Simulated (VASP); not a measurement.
PbS, 2 atoms in the cell. The structure is trigonal, space group R3m (No. 160). Conventional cell: a = 4.225 Å, b = 4.225 Å, c = 10.356 Å, α = 90.00°, β = 90.00°, γ = 120.00°. Around Pb (site symmetry 3m) lie 6 S at 2.96 to 3.02 Å. S (site symmetry 3m) is surrounded by 6 Pb at 2.96 to 3.02 Å. The cell is a database's computed one.

| Quantity | Value |
| --- | --- |
| Program | VASP 6.6.1 |
| Task | atomic charges |
| Functional | LDA |
| Potentials or basis | VASP PAW LDA potentials, release 64 (Pb_d, S) |
| Cutoff | 520 eV |
| k mesh | 8 × 8 × 8 |
| Occupations | gaussian, width 0.02 eV |
| Spin | no spin polarisation |
| Further INCAR settings | ALGO = Normal; EDIFF = 1e-07 |

Potentials or basis: VASP PAW LDA potentials, release 64 (Pb_d, S).

Launch:

```sh
$ cat potpaw_LDA.64/Pb_d/POTCAR potpaw_LDA.64/S/POTCAR > POTCAR
$ mpirun -np 1 vasp_std > vasp.out
```

Hardware: 1 thread of Intel(R) Xeon(R) 6975P-C (Granite Rapids), with other jobs on the host.

Question: Estimate the wall time of this run.

Answer: Wall time 16 s on 1 thread of Intel(R) Xeon(R) 6975P-C (Granite Rapids), on a shared host, peak memory 0.18 GiB. Counts: scf iterations 12, k points 65.
